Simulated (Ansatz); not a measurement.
**BN: band gap under strain**

Aim: follow the gap of zincblende BN through these states: no strain; -4.0 % biaxial strain in the (111) plane, free along [111]; -3.0 % biaxial strain in the (111) plane, free along [111]. The table at the end shows which levels were run.

The runs shown are made with Ansatz 0.2.0. PAW datasets, plane waves. No spin polarisation and no zero-point or thermal motion.

### Step 1. The system as given

The unstrained cell was relaxed with r2SCAN; in each strained cell the atoms were relaxed again with r2SCAN. Names of k-points are those of the unstrained zone, where strain can split equivalent points. First state: no strain.

The symmetry is F-43m (No. 216, cubic); a = 3.610 Å in the conventional setting, 5.88 Å³ an atom. B has 4 N at 1.56 Å; N has 4 B at 1.56 Å.

Coordinates:

```
B N
1.0
     0.00000    1.80483    1.80483
     1.80483    0.00000    1.80483
     1.80483    1.80483    0.00000
B N
1 1
Direct
  0.00000 0.00000 0.00000
  0.25000 0.25000 0.25000
```

### Step 2. No strain: PBE

Input file input.yaml:

```yaml
crystal:
  lattice:
    - [0.0, 1.804825465, 1.804825465]
    - [1.804825465, 0.0, 1.804825465]
    - [1.804825465, 1.804825465, 0.0]
  atoms:
    - { symbol: B, position: [0.0, 0.0, 0.0] }
    - { symbol: "N", position: [0.25, 0.25, 0.25] }
kpoints:
  mp_grid: { grid: [12, 12, 12] }
  band_path:
    path:
      - [0.0, 0.0, 0.0]
      - [-0.5, -0.5, 0.0]
      - [-0.375, -0.375, 0.25]
      - [-0.375, 0.0, 0.375]
      - [0.0, 0.0, 0.5]
      - [-0.5, -0.25, 0.25]
      - [0.0, 0.5, 0.5]
    npoints: 1
hamiltonian:
  xc: pbe
scf:
  occupations: { method: fermi_dirac, width: 0.02 }
  n_extra_bands: 4
output:
  forces: true
  stress: true
  eigenvalues: true
```

Command:

```bash
$ ansatz run input.yaml --threads 2 --pin off --max-ram 20275MiB --backend cpu --events-out ev --progress --plain --runs-dir out
```

After this run come: No strain: r2SCAN; No strain: HSE06; No strain: r2SCAN; No strain: G0W0@PBE; -4.0 % biaxial strain in the (111) plane, free along [111]: PBE; -4.0 % biaxial strain in the (111) plane, free along [111]: r2SCAN; -4.0 % biaxial strain in the (111) plane, free along [111]: HSE06; -4.0 % biaxial strain in the (111) plane, free along [111]: r2SCAN; -4.0 % biaxial strain in the (111) plane, free along [111]: G0W0@PBE; -3.0 % biaxial strain in the (111) plane, free along [111]: PBE; -3.0 % biaxial strain in the (111) plane, free along [111]: r2SCAN; -3.0 % biaxial strain in the (111) plane, free along [111]: HSE06; -3.0 % biaxial strain in the (111) plane, free along [111]: r2SCAN; -3.0 % biaxial strain in the (111) plane, free along [111]: G0W0@PBE.

Before running it: what results should come out?

As calculated:

Least gap in eV (negative: overlap), with the change from the unstrained cell in brackets. G0W0 is on its own coarse mesh.

```
                                                     state  volume change (%)           PBE        r2SCAN         HSE06          G0W0
                                                 no strain               +0.0          4.48          5.00          5.79          6.01
-4.0 % biaxial strain in the (111) plane, free along [111]               -7.2  4.37 (-0.11)  4.90 (-0.10)  5.71 (-0.08)  5.93 (-0.08)
-3.0 % biaxial strain in the (111) plane, free along [111]               -5.5  4.42 (-0.06)  4.95 (-0.05)  5.76 (-0.03)  5.98 (-0.03)
```

**Reading.** With HSE06, of the states in the table -4.0 % biaxial strain in the (111) plane, free along [111] shifts the gap most, by -0.083 eV. PBE and HSE06 differ by 1.32 eV on the unstrained gap, and by at most 0.03 eV on its change: the two disagree on the size of the gap but agree on its response to strain. No extrapolation in bands, cutoff or mesh was made for G0W0.
